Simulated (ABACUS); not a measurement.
Set up this calculation in ABACUS 3.10.1, as an ASE script.

```
Task                                          : single point
Functional                                    : LDA
Potentials or basis                           : PseudoDojo NC SR 0.4.1 LDA stringent
Cutoff                                        : 1687 eV
Density cutoff                                : 6748 eV
Basis                                         : plane waves
k mesh                                        : 9 × 9 × 9
Occupations                                   : fermi-dirac, width 0.05 eV
Spin                                          : no spin polarisation
Radial cutoff of the potentials (pseudo_rcut) : 10 bohr
SCF threshold on the density                  : 1e-08
Max SCF steps                                 : 100
Eigensolver                                   : dav
Mixing                                        : broyden
Mixing share                                  : 0.7
Symmetry key                                  : 1
Bands                                         : 33
```

The structure of Ge lies in POSCAR:

```
Ge
1.0
   -2.5744897190      2.5744897190      1.3974126432
    2.5744897190     -2.5744897190      1.3974126432
    2.5744897190      2.5744897190     -1.3974126432
Ge
2
Direct
    0.5000000000      0.5000000000      0.0000000000
    0.2500000000      0.7500000000      0.5000000000
```

This isn't the form of Ge at room conditions, which is diamond.

One way to write it, as run:

run_abacus.py

```python
"""ABACUS run from a structure file: ASE reads it, the script writes STRU, KPT and INPUT."""
import re
import subprocess
from ase.io import read
from ase.units import Bohr

atoms = read("POSCAR")
atoms = atoms[(-atoms.numbers).argsort(kind="stable")]  # ABACUS lists atoms element by element
pseudo = {'Ge': 'Ge.upf'}
orbital = {}
magmoms = None
kmesh = [9, 9, 9]
params = {
    'suffix': 'Ge',
    'calculation': 'scf',
    'basis_type': 'pw',
    'pseudo_dir': './',
    'symmetry': 1,
    'dft_functional': 'pz',
    'ecutwfc': 124,
    'pseudo_rcut': 10,
    'nspin': 1,
    'nbands': 33,
    'ks_solver': 'dav',
    'smearing_method': 'fd',
    'smearing_sigma': 0.00367493,
    'scf_thr': 1e-08,
    'scf_nmax': 100,
    'mixing_type': 'broyden',
    'mixing_beta': 0.7,
    'cal_force': 1,
    'cal_stress': 1,
    'out_chg': 1,
    'kpar': 4,
}

symbols = atoms.get_chemical_symbols()
elements = list(dict.fromkeys(symbols))
lines = ["ATOMIC_SPECIES"] + [f"{e} {atoms.get_masses()[symbols.index(e)]:.4f} {pseudo[e]}" for e in elements]
if orbital:
    lines += ["", "NUMERICAL_ORBITAL"] + [orbital[e] for e in elements]
lines += ["", "LATTICE_CONSTANT", f"{1 / Bohr:.10f}", "", "LATTICE_VECTORS"]
lines += [" ".join(f"{x:.10f}" for x in v) for v in atoms.cell]
lines += ["", "ATOMIC_POSITIONS", "Direct"]
for e in elements:
    lines += ["", e, "0.0", str(symbols.count(e))]
    for i, p in enumerate(atoms.get_scaled_positions(wrap=False)):
        if symbols[i] == e:
            mag = "" if magmoms is None else " mag " + " ".join(str(x) for x in (magmoms[i] if isinstance(magmoms[i], list) else [magmoms[i]]))
            lines.append(" ".join(f"{x:.10f}" for x in p) + " 1 1 1" + mag)
open("STRU", "w").write("\n".join(lines) + "\n")
open("KPT", "w").write("K_POINTS\n0\nGamma\n%d %d %d 0 0 0\n" % tuple(kmesh))
open("INPUT", "w").write("INPUT_PARAMETERS\n" + "".join(f"{k:<20s}{v}\n" for k, v in params.items()))

done = subprocess.run(['mpirun', '-np', '4', 'abacus'])
if done.returncode:
    raise SystemExit(done.returncode)
log = open("OUT.Ge/running_scf.log").read()
print("final energy (eV):", re.findall(r"FINAL_ETOT_IS (\S+)", log))
```

Potentials or basis: PseudoDojo NC SR 0.4.1 LDA stringent, plane waves.

Command:

```console
$ OMP_NUM_THREADS=1 python run_abacus.py > log
```

It gave:

```yaml
Pressure: -2.4 GPa
Band_gap_on_the_k_mesh: none (metal or under the smearing width)
```

Run time: 57 s on 4 MPI ranks on Intel(R) Xeon(R) Platinum 8488C (Sapphire Rapids) (shared host), peak memory 0.76 GiB a rank.
